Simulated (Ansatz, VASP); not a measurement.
**SnTe in VASP and in Ansatz**

Contents of INCAR:

```
SYSTEM = SnTe
  PREC = Accurate
  ENCUT = 520
  EDIFF = 1E-6
  ISMEAR = -1
  SIGMA = 0.05
  LREAL = .False.
  LASPH = .True.
  NELM = 60
  ALGO = Normal
  ISIF = 2
  LWAVE = .False.
  LCHARG = .False.
  GGA = PS
  NBANDS = 17
```

KPOINTS

```
regular mesh
0
Gamma
  7 7 7
  0 0 0
```

Contents of POSCAR:

```
SnTe
1.0
    0.0000000000      3.1923133075      3.1923133075
    3.1923133075      0.0000000000      3.1923133075
    3.1923133075      3.1923133075      0.0000000000
Te Sn
1 1
Direct
    0.5000000000      0.5000000000      0.5000000000
    0.0000000000      0.0000000000      0.0000000000
```

Contents of input.yaml:

```yaml
crystal:
  lattice:
    - [0.0, 3.1923133075, 3.1923133075]
    - [3.1923133075, 0.0, 3.1923133075]
    - [3.1923133075, 3.1923133075, 0.0]
  atoms:
    - { symbol: Te, position: [0.5, 0.5, 0.5] }
    - { symbol: Sn, position: [0.0, 0.0, 0.0] }
kpoints:
  mp_grid: { grid: [7, 7, 7] }
scf:
  occupations: { method: fermi_dirac, width: 0.05 }
hamiltonian:
  xc: pbesol
  pseudopotentials: { kind: all_electron, lapw: { basis_error: 0.0005 } }
output:
  forces: true
  stress: true
  eigenvalues: true
```

Change from the starting cell: volume scaled by 1.04.

Alike in both runs: task single point; functional PBEsol; k mesh 7 × 7 × 7; occupations fermi-dirac, width 0.05 eV; no spin polarisation.

|  | VASP | Ansatz |
| --- | --- | --- |
| version | VASP 6.6.1 | Ansatz 0.2.0 |
| potentials or method | VASP PAW PBE potentials, release 64 (Te, Sn_d) | all-electron LAPW, scalar-relativistic |
| plane-wave cutoff (eV) | 520 | see its input |

```csv
,VASP,Ansatz,Ansatz less VASP
gap on the k mesh at the Fermi level (eV),0.65,0.65,+0.001
least direct gap on the mesh (eV),0.65,0.65,+0.001
pressure (GPa),-2.0,-2.0,+0.03
```

Ansatz ran all-electron here, so the differences hold the error of VASP's frozen core and of both bases.

Caveats: the PAW data sets were made with another functional, which shifts forces and pressure a little (VASP). Spin-orbit coupling is left out, which matters for the levels of Te.
